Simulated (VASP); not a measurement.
Wanted: the native input for a VASP 6.6.1 run.

```yaml
Task: electric field gradients
Functional: PBE
Potentials_or_basis: VASP PAW PBE potentials, release 64 (Mn_pv, S)
Cutoff: 520 eV
k_mesh: 12 × 12 × 12
Occupations: fermi-dirac, width 0.05 eV
Spin: collinear spin, typed start
Starting_moments: "[4.0, 0.0] μB"
Dipole_correction: no
Further_INCAR_settings: ALGO = Normal; EDIFF = 1e-08; NBANDS = 20
```

The structure of MnS lies in POSCAR:

```
MnS
1.0
    0.0000000000      2.6122500000      2.6122500000
    2.6122500000      0.0000000000      2.6122500000
    2.6122500000      2.6122500000      0.0000000000
Mn S
1 1
Direct
    0.0000000000      0.0000000000      0.0000000000
    0.5000000000      0.5000000000      0.5000000000
```

One way to write it, as run:

INCAR

```
SYSTEM = MnS
ALGO = Normal
EDIFF = 1E-8
ENCUT = 520
GGA = PE
ISIF = 2
ISMEAR = -1
ISPIN = 2
LASPH = .True.
LCHARG = .False.
LEFG = .True.
LMAXMIX = 4
LORBIT = 11
LREAL = .False.
LWAVE = .False.
MAGMOM = 4 0
NBANDS = 20
NELM = 150
PREC = Accurate
SIGMA = 0.05
```

KPOINTS

```
k-points
0
Gamma
  12 12 12
  0 0 0
```

Potentials or basis: VASP PAW PBE potentials, release 64 (Mn_pv, S).

Command:

```sh
$ cat potpaw_PBE.64/Mn_pv/POTCAR potpaw_PBE.64/S/POTCAR > POTCAR
$ mpirun -np 1 vasp_std > vasp.out
```

It gave:

The pressure is -3.3 GPa, the band gap on the k mesh is none (metal or under the smearing width) and the net moment is 4.74 μB per cell. The site moments are Mn +4.28; S +0.11 μB. The valence electrons inside the program's atomic spheres are Mn 11.30; S 3.73.

Caveat: a cell with one magnetic atom can't hold antiferromagnetic order, which such compounds often take; semilocal functionals often make such compounds metallic where correlation or magnetic order opens a gap, which also shifts bond lengths.

It took 100 s on 1 thread of Intel(R) Xeon(R) Platinum 8259CL CPU @ 2.50GHz (Skylake/Cascade Lake) (shared host), peak memory 0.22 GiB.
